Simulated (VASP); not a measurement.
**Hf: relaxation of cell and atoms with PBEsol**

The system is Hf.

```
Hf
1.0
    -1.80500    1.80500    1.80500
     1.80500   -1.80500    1.80500
     1.80500    1.80500   -1.80500
Hf
1
Direct
  0.00000 0.00000 0.00000
```

This isn't the form of Hf at room conditions, which is hcp.

| Item | Value |
| --- | --- |
| Program | VASP 6.6.1 |
| Task | relaxation of cell and atoms |
| Functional | PBEsol |
| Potentials or basis | VASP PAW PBE potentials, release 64 (Hf_pv) |
| Cutoff | 520 eV |
| k mesh | 4 × 4 × 4 |
| Occupations | gaussian, width 0.1 eV |
| Spin | no spin polarisation |
| Target pressure | 50 GPa |
| Further INCAR settings | ALGO = Normal; EDIFF = 1e-07; IBRION = 2; EDIFFG = -0.002; NSW = 80; ISIF = 3 |
| Target pressure | 50 GPa |

| Property | Result |
| --- | --- |
| Relaxed volume | 15.73 Å³/atom |
| Relaxed cell | a = 2.734 Å, b = 2.734 Å, c = 2.734 Å, α = 109.47°, β = 109.47°, γ = 109.47° |
| Space group after relaxing (to 0.05 Å) | Im-3m (No. 229) |
| Energy change on relaxing (the enthalpy is what falls) | +703.3 meV/atom |
| Ionic steps | 20 |
| Pressure after relaxing | 50.0 GPa |
| Band gap on the k mesh | none (metal or under the smearing width) |

Step by step:
| step | energy change (eV) | largest force (eV/Å) | pressure (GPa) | volume (Å³) |
| --- | --- | --- | --- | --- |
| 1 | 0.0000 | 0.0000 | -8.74 | 23.52 |
| 2 | 45.8984 | 0.0000 | 3884.56 | 4.68 |
| 3 | -0.0647 | 0.0000 | -0.74 | 21.49 |
| 4 | -0.0321 | 0.0000 | 8.59 | 20.05 |
| 5 | 0.6046 | 0.0000 | 44.59 | 16.06 |
| 6 | 0.7281 | 0.0000 | 51.35 | 15.65 |
| 7 | 0.6852 | 0.0000 | 49.01 | 15.79 |
| 8 | 0.6858 | 0.0000 | 49.05 | 15.78 |
| 9 | 0.6878 | 0.0000 | 49.15 | 15.78 |
| 10 | 0.6878 | 0.0000 | 49.16 | 15.78 |
| 11 | 0.6879 | 0.0000 | 49.16 | 15.78 |
| 12 | 0.6880 | 0.0000 | 49.16 | 15.78 |
| 13 | 0.6881 | 0.0000 | 49.16 | 15.78 |
| 14 | 0.6885 | 0.0000 | 49.19 | 15.78 |
| 15 | 0.6891 | 0.0000 | 49.23 | 15.77 |
| 16 | 0.6905 | 0.0000 | 49.30 | 15.77 |
| 17 | 0.6931 | 0.0000 | 49.44 | 15.76 |
| 18 | 0.6985 | 0.0000 | 49.74 | 15.74 |
| 19 | 0.7093 | 0.0000 | 50.32 | 15.71 |
| 20 | 0.7033 | 0.0000 | 50.00 | 15.73 |

Final structure:
```
CELL_PARAMETERS angstrom
-1.57837 1.57837 1.57837
1.57837 -1.57837 1.57837
1.57837 1.57837 -1.57837
ATOMIC_POSITIONS crystal
Hf 0.00000 0.00000 0.00000
```

Levels at points of the mesh, in eV from the Fermi level:
| k point | band 3 | band 4 | band 5 | band 6 | band 7 | band 8 |
| --- | --- | --- | --- | --- | --- | --- |
| (0.00, 0.00, 0.00) | -28.39 | -7.94 | 1.68 | 1.68 | 1.68 | 5.62 |
| (0.50, 0.00, 0.00) | -28.43 | -4.67 | -1.37 | 3.27 | 5.78 | 7.17 |
| (0.50, 0.50, 0.50) | -30.02 | -4.48 | -4.48 | 9.83 | 9.83 | 9.83 |

It took 42 s on 1 thread of AMD EPYC 7R13 Processor (Zen 3), with other jobs on the host, peak memory 0.14 GiB.

Caveat: the k mesh is coarse (spacing up to 0.62 Å⁻¹), so the values aren't converged; the cell is relaxed towards a set pressure, so the enthalpy falls and the energy may rise; the volume moved by over 15 % at a fixed basis, so the end points are rough; the PAW data sets were made with another functional, which shifts forces and pressure a little. The run has no spin-orbit coupling, so splittings on Hf are missing.
